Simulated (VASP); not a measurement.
# CaSe (Fm-3m) in VASP: notebook

CaSe is run at these levels: PBE; tasks: single point, relaxation of cell and atoms.

All numbers are computed with VASP 6.6.1; they aren't measurements. Logs are shortened: lines on timing, memory, paths and dates and some standing lists are left out, and cuts for length are marked.

**Measured values to compare with.**

A printed reference work, monograph, original work of 1988 reports, for a bulk crystal of CaSe at 2 K: band gap 3.85 eV (indirect).

How close the calculation comes is told below.

## 1. The cell of the first run

The structure is cubic, space group Fm-3m (No. 225). The conventional cell has a = 5.959 Å, b = 5.959 Å, c = 5.959 Å, α = 90.00°, β = 90.00°, γ = 90.00°. Within 3.9 Å of Se (site symmetry m-3m) lie 6 Ca at 2.98 Å. Within 3.9 Å of Ca (site symmetry m-3m) lie 6 Se at 2.98 Å.

## 2. Single point, PBE

INCAR

```
PREC = Accurate ; ENCUT = 520
EDIFF = 1E-7 ; ISMEAR = -1
SIGMA = 0.05 ; LREAL = F
LASPH = T ; NELM = 80
ALGO = Normal ; ISIF = 2
LWAVE = F ; LCHARG = F
GGA = PE ; NBANDS = 15
```

KPOINTS

```
regular mesh
0
Gamma
  8 8 8
```

POSCAR

```
CaSe
1.0
    0.0000000000      2.9793178941      2.9793178941
    2.9793178941      0.0000000000      2.9793178941
    2.9793178941      2.9793178941      0.0000000000
Se Ca
1 1
Direct
    0.5000000000      0.5000000000      0.5000000000
    0.0000000000      0.0000000000      0.0000000000
```

Potentials or basis: VASP PAW PBE potentials, release 64 (Se, Ca_sv).

Run with:

```console
cat potpaw_PBE.64/Se/POTCAR potpaw_PBE.64/Ca_sv/POTCAR > POTCAR
mpirun -np 1 vasp_std > vasp.out
```

OUTCAR:

```text
PREC = Accurate
   ENCUT = 520
   EDIFF = 1E-7
   ISMEAR = -1
   LREAL = F
   LASPH = T
   NELM = 80
   ISIF = 2
   GGA = PE

 ion  position               nearest neighbor table
   1  0.500  0.500  0.500-   2 2.98   2 2.98   2 2.98   2 2.98   2 2.98   2 2.98
   2  0.000  0.000  0.000-   1 2.98   1 2.98   1 2.98   1 2.98   1 2.98   1 2.98

  LATTYP: Found a face centered cubic cell.
 ALAT       =     5.9586357882

  Lattice vectors:

 A1 = (   0.0000000000,   2.9793178941,   2.9793178941)
 A2 = (   2.9793178941,   0.0000000000,   2.9793178941)
 A3 = (   2.9793178941,   2.9793178941,   0.0000000000)

Analysis of symmetry for initial positions (statically):
=====================================================================
 Subroutine PRICEL returns:
 Original cell was already a primitive cell.

 Routine SETGRP: Setting up the symmetry group for a
 face centered cubic supercell.

 Subroutine GETGRP returns: Found 48 space group operations
 (whereof 48 operations were pure point group operations)
 out of a pool of 48 trial point group operations.

The static configuration has the point symmetry O_h .

Analysis of symmetry for dynamics (positions and initial velocities):
=====================================================================
 Subroutine PRICEL returns:
 Original cell was already a primitive cell.

 Routine SETGRP: Setting up the symmetry group for a
 face centered cubic supercell.

 Subroutine GETGRP returns: Found 48 space group operations
 (whereof 48 operations were pure point group operations)
 out of a pool of 48 trial point group operations.

The dynamic configuration has the point symmetry O_h .

 Subroutine INISYM returns: Found 48 space group operations
 (whereof 48 operations are pure point group operations),
 and found     1 'primitive' translations

----------------------------------------------------------------------------------------

                                     Primitive cell

  volume of cell :      52.8908

  direct lattice vectors                    reciprocal lattice vectors
     0.000000000  2.979317894  2.979317894    -0.167823649  0.167823649  0.167823649
     2.979317894  0.000000000  2.979317894     0.167823649 -0.167823649  0.167823649
     2.979317894  2.979317894  0.000000000     0.167823649  0.167823649 -0.167823649

  length of vectors
     4.213391772  4.213391772  4.213391772     0.290679086  0.290679086  0.290679086

  position of ions in fractional coordinates (direct lattice)
     0.500000000  0.500000000  0.500000000
     0.000000000  0.000000000  0.000000000

  ion indices of the primitive-cell ions
   primitive index   ion index
                 1           1
                 2           2

----------------------------------------------------------------------------------------

 KPOINTS: regular mesh

Automatic generation of k-mesh.
 Grid dimensions read from file:
 generate k-points for:    8    8    8

 Generating k-lattice:

  Cartesian coordinates                     Fractional coordinates (reciprocal lattice)
    -0.020977956  0.020977956  0.020977956     0.125000000  0.000000000  0.000000000
     0.020977956 -0.020977956  0.020977956     0.000000000  0.125000000  0.000000000
     0.020977956  0.020977956 -0.020977956     0.000000000  0.000000000  0.125000000

  Length of vectors
     0.036334886  0.036334886  0.036334886

  Shift w.r.t. Gamma in fractional coordinates (k-lattice)
     0.000000000  0.000000000  0.000000000

 Subroutine IBZKPT returns following result:
 ===========================================

 Found     29 irreducible k-points:

 Following reciprocal coordinates:
            Coordinates               Weight
  0.000000  0.000000  0.000000      1.000000
  0.125000  0.000000  0.000000      8.000000
  0.250000  0.000000  0.000000      8.000000
  0.375000  0.000000  0.000000      8.000000
  0.500000  0.000000  0.000000      4.000000
  0.125000  0.125000  0.000000      6.000000
[... 16 lines left out ...]
  0.500000  0.250000  0.125000     48.000000
 -0.375000  0.250000  0.125000     24.000000
 [... further k-points ...]
   k-points           NKPTS =     29   k-points in BZ     NKDIM =     29   number of bands    NBANDS=     15
   number of dos      NEDOS =    301   number of ions     NIONS =      2
   total plane-waves  NPLWV =  32768
   dimension x,y,z NGX =    32 NGY =   32 NGZ =   32
   dimension x,y,z NGXF=    64 NGYF=   64 NGZF=   64
   ions per type =               1   1
   NGX,Y,Z   is equivalent  to a cutoff of  12.63, 12.63, 12.63 a.u.
   NGXF,Y,Z  is equivalent  to a cutoff of  25.25, 25.25, 25.25 a.u.
 SYSTEM =  unknown system
   PREC   = accura    normal or accurate (medium, high low for compatibility)
   ISTART =      0    job   : 0-new  1-cont  2-samecut
   ICHARG =      2    charge: 1-file 2-atom 10-const
   ISPIN  =      1    spin polarized calculation?
   LNONCOLLINEAR =      F non collinear calculations
   LSORBIT =      F    spin-orbit coupling
   LASPH  =      T    aspherical Exc in radial PAW
   ENCUT  =  520.0 eV  38.22 Ry    6.18 a.u.   7.83  7.83  7.83*2*pi/ulx,y,z
   NELM   =     80;   NELMIN=  2; NELMDL= -5     # of ELM steps
   EDIFF  = 0.1E-06   stopping-criterion for ELM
   LREAL  =      F    real-space projection
   EDIFFG = 0.1E-05   stopping-criterion for IOM
   NSW    =      0    number of steps for IOM
   IBRION =     -1    ionic relax: 0-MD 1-quasi-New 2-CG
   NFREE  =      0    steps in history (QN), initial steepest desc. (CG)
   ISIF   =      2    stress and relaxation
   ISYM   =      2    0-nonsym 1-usesym 2-fastsym
   POTIM  = 0.5000    time-step for ionic-motion
   TEBEG  =    0.0;   TEEND  =   0.0 temperature during run
   PSTRESS=    0.0 pullay stress
   NELECT =      16.0000    total number of electrons
   NUPDOWN=      -1.0000    fix difference up-down
   EMIN   =  10.00;   EMAX   =-10.00  energy-range for DOS
   EFERMI =   0.00;   METHOD = LEGACY
   ISMEAR =    -1;   SIGMA  =   0.05  broadening in eV -4-tet -1-fermi 0-gaus
   EFERMI_NEDOS =   21; number of points for ismear=-14 and -15
   IALGO  =     38    algorithm
   IMIX   =      4    mixing-type and parameters
     AMIX     =   0.40;   BMIX     =  1.00
     AMIX_MAG =   1.60;   BMIX_MAG =  1.00
  volume/ion in A,a.u.               =      26.45       178.46
  Fermi-wavevector in a.u.,A,eV,Ry     =   1.098975  2.076762 16.432395  1.207747
  Thomas-Fermi vector in A             =   2.235362
   LORBIT       =      0    0 simple, 1 ext, 2 COOP (PROOUT), +10 PAW based schemes
   GGA     = PE    functional components
   LHFCALC =     F    Hartree Fock is set to
   AEXX    =    0.0000 exact exchange contribution
   IVDW    =     0    specifies the selected vdW correction
   LEPSILON=     F    determine dielectric tensor
   LRPA    =     F    only Hartree local field effects (RPA)
 non-spin polarized calculation
  energy-cutoff  :      520.00
  volume of cell :       52.89
 maximum number of plane-waves:      1436
   NGX = 15   NGY = 15   NGZ = 15

 number of electron      15.9999996 magnetization

 Free energy of the ion-electron system (eV)
  ---------------------------------------------------
  ext. energy  EPLUGINS =         0.00000000
  ---------------------------------------------------
  free energy    TOTEN  =        -9.48585707 eV

  energy without entropy =       -9.48585707  energy(sigma->0) =       -9.48585707

 E-fermi :   3.2735     XC(G=0):  -9.0631

 val. band max:        2.2967584080   @ k =   0.0000   0.0000   0.0000
 cond. band min:       4.3714338447   @ k =   0.5000   0.5000   0.0000
 fundamental gap:      2.0746754368
 Fermi energy:         3.2734840975

 k-point     1 :       0.0000    0.0000    0.0000
  band No.  band energies     occupation
      1     -37.5198      2.00000
      2     -18.5097      2.00000
      3     -18.5097      2.00000
      4     -18.5097      2.00000
      5      -9.4271      2.00000
      6       2.2968      2.00000
      7       2.2968      2.00000
      8       2.2968      2.00000
      9       5.5219      0.00000
     10       6.0092      0.00000
     11       6.0092      0.00000
     12       6.0092      0.00000
     13       6.5567      0.00000
     14       6.5567      0.00000
     15      11.9799      0.00000

 k-point     2 :       0.1250    0.0000    0.0000
  band No.  band energies     occupation
      1     -37.5189      2.00000
      2     -18.5251      2.00000
      3     -18.5108      2.00000
      4     -18.5108      2.00000
      5      -9.3394      2.00000
      6       1.5457      2.00000
      7       2.0676      2.00000
      8       2.0676      2.00000
      9       5.8721      0.00000
     10       6.2146      0.00000
     11       6.2146      0.00000
     12       6.5280      0.00000
     13       6.9472      0.00000
     14       6.9472      0.00000
     15      12.1127      0.00000

 k-point     3 :       0.2500    0.0000    0.0000
  band No.  band energies     occupation
      1     -37.5168      2.00000
      2     -18.5618      2.00000
      3     -18.5134      2.00000
      4     -18.5134      2.00000
      5      -9.1171      2.00000
      6       0.3395      2.00000
      7       1.6246      2.00000
      8       1.6246      2.00000
      9       6.0032      0.00000
     10       6.7164      0.00000
     11       6.7164      0.00000
     12       7.9059      0.00000
     13       7.9059      0.00000
     14       7.9100      0.00000
     15      11.5879      0.00000
[... 343 lines left out ...]
 k-point    23 :       0.5000    0.2500    0.1250
  band No.  band energies     occupation
      1     -37.5135      2.00000
      2     -18.5855      2.00000
      3     -18.5380      2.00000
      4     -18.5223      2.00000
      5      -8.8471      2.00000
      6      -0.3254      2.00000
      7       0.9055      2.00000
      8       1.1887      2.00000
      9       6.1768      0.00000
     10       7.4440      0.00000
     11       7.7479      0.00000
     12       7.8970      0.00000
     13       8.3592      0.00000
     14       9.9191      0.00000
     15      10.2313      0.00000

 k-point    24 :      -0.3750    0.2500    0.1250
  band No.  band energies     occupation
      1     -37.5128      2.00000
      2     -18.5935      2.00000
      3     -18.5396      2.00000
      4     -18.5252      2.00000
      5      -8.7805      2.00000
      6      -0.4621      2.00000
      7       0.7167      2.00000
      8       1.1010      2.00000
      9       6.7458      0.00000
     10       7.0258      0.00000
     11       7.9579      0.00000
     12       8.2160      0.00000
     13       8.5564      0.00000
     14       9.4404      0.00000
     15      10.7548      0.00000

 [... further k-points ...]

------------------------ aborting loop because EDIFF is reached ----------------------------------------

  FORCE on cell =-STRESS in cart. coord.  units (eV):
  Direction    XX          YY          ZZ          XY          YZ          ZX
  --------------------------------------------------------------------------------------
  -------------------------------------------------------------------------------------
  Total        0.0492373      0.0492373      0.0492373     -0.0000000      0.0000000      0.0000000
  in kB        1.4915022      1.4915022      1.4915022     -0.0000000      0.0000000      0.0000000
  external PRESSURE =       1.4915022 kB  Pullay stress =       0.0000000 kB

 VOLUME and BASIS-vectors are now :
 -----------------------------------------------------------------------------
  energy-cutoff  :      520.00
  volume of cell :       52.89
      direct lattice vectors                 reciprocal lattice vectors
     0.000000000  2.979317894  2.979317894    -0.167823649  0.167823649  0.167823649
     2.979317894  0.000000000  2.979317894     0.167823649 -0.167823649  0.167823649
     2.979317894  2.979317894  0.000000000     0.167823649  0.167823649 -0.167823649

 POSITION                                       TOTAL-FORCE (eV/Angst)
 -----------------------------------------------------------------------------------
      2.97932      2.97932      2.97932         0.000000      0.000000     -0.000000
      0.00000      0.00000      0.00000        -0.000000     -0.000000      0.000000
 -----------------------------------------------------------------------------------
    total drift:                                0.000000     -0.000000     -0.000000

  FREE ENERGIE OF THE ION-ELECTRON SYSTEM (eV)
  ---------------------------------------------------
  free  energy   TOTEN  =        -9.4858570701 eV

  energy  without entropy=       -9.4858570701  energy(sigma->0) =       -9.48585707
```

It took 10 s on 1 thread of Intel Xeon 6975P-C (Granite Rapids), shared host; peak memory 0.18 GiB.

What came out:

```
Free energy            : -9.4859 eV
Pressure               : 0.1 GPa
Band gap on the k mesh : 2.07 eV (least direct gap 2.99 eV)
```

## 3. Relaxation of cell and atoms, PBE

This run uses another cell than the first one, of 25.83 Å³/atom.

INCAR

```
SYSTEM = CaSe
PREC     = Accurate       ! precision mode
ENCUT    = 600            ! plane-wave cutoff, eV
EDIFF    = 1E-6           ! SCF threshold, eV
ISMEAR   = -1             ! smearing method
SIGMA    = 0.05           ! smearing width, eV
LREAL    = .FALSE.        ! projectors in reciprocal space
LASPH    = .TRUE.         ! aspherical terms in the spheres
NELM     = 80             ! most SCF steps
ALGO     = Normal         ! electronic algorithm
ISIF     = 3              ! what is computed and relaxed
LWAVE    = .FALSE.        ! write WAVECAR
LCHARG   = .FALSE.        ! write CHGCAR
GGA      = PE             ! functional
IBRION   = 2              ! ionic algorithm
NSW      = 80             ! ionic steps
EDIFFG   = -0.02          ! ionic threshold
```

KPOINTS

```
Automatic mesh
0
G
  8 8 8
  0 0 0
```

POSCAR

```
CaSe
1.0
    0.0000000000      2.9560000000      2.9560000000
    2.9560000000      0.0000000000      2.9560000000
    2.9560000000      2.9560000000      0.0000000000
Se Ca
1 1
Direct
    0.5000000000      0.5000000000      0.5000000000
    0.0000000000      0.0000000000      0.0000000000
```

Potentials or basis: VASP PAW PBE potentials, release 64 (Se, Ca_sv).

Run with:

```console
cat potpaw_PBE.64/Se/POTCAR potpaw_PBE.64/Ca_sv/POTCAR > POTCAR
mpirun -np 1 vasp_std > vasp.out
```

Wall time 31 s (1 thread of Intel Xeon 6975P-C (Granite Rapids), shared host); peak memory 0.21 GiB.

Results (log left out):

```yaml
Free_energy: -9.4861 eV
Relaxed_volume: 26.54 Å³/atom
Relaxed_cell: a = 4.218 Å, b = 4.218 Å, c = 4.218 Å, α = 60.00°, β = 60.00°, γ = 60.00°
Space_group_after_relaxing_to_0.1_Å: Fm-3m (No. 225)
Energy_gained_by_relaxing: 2.9 meV/atom
Ionic_steps: 3
Pressure_after_relaxing: 0.0 GPa
Band_gap_on_the_k_mesh: 2.08 eV (least direct gap 2.99 eV)
```

Step by step:
| step | energy change (eV) | largest force (eV/Å) | pressure (GPa) | volume (Å³) |
| --- | --- | --- | --- | --- |
| 1 | 0.0000 | 0.0000 | 1.36 | 51.66 |
| 2 | -0.0057 | 0.0000 | -0.22 | 53.32 |
| 3 | -0.0059 | 0.0000 | 0.00 | 53.07 |

Final structure:
```
Se Ca
1.0
     0.00000    2.98269    2.98269
     2.98269    0.00000    2.98269
     2.98269    2.98269    0.00000
Se Ca
1 1
Direct
  0.50000 0.50000 0.50000
  0.00000 0.00000 0.00000
```

Levels at points of the mesh, in eV from the valence-band top:
```
           k point  band 6  band 7  band 8  band 9  band 10  band 11
(0.00, 0.00, 0.00)    0.00    0.00    0.00    3.21     3.71     3.71
(0.50, 0.00, 0.00)   -3.19   -1.15   -1.15    4.48     5.41     5.44
(0.50, 0.50, 0.00)   -2.46   -0.91   -0.91    2.08     4.94     5.00
```

A k mesh can miss the band edges. Zero-point motion and thermal expansion aren't in these numbers.

(Part 1 of 2 ends here.)
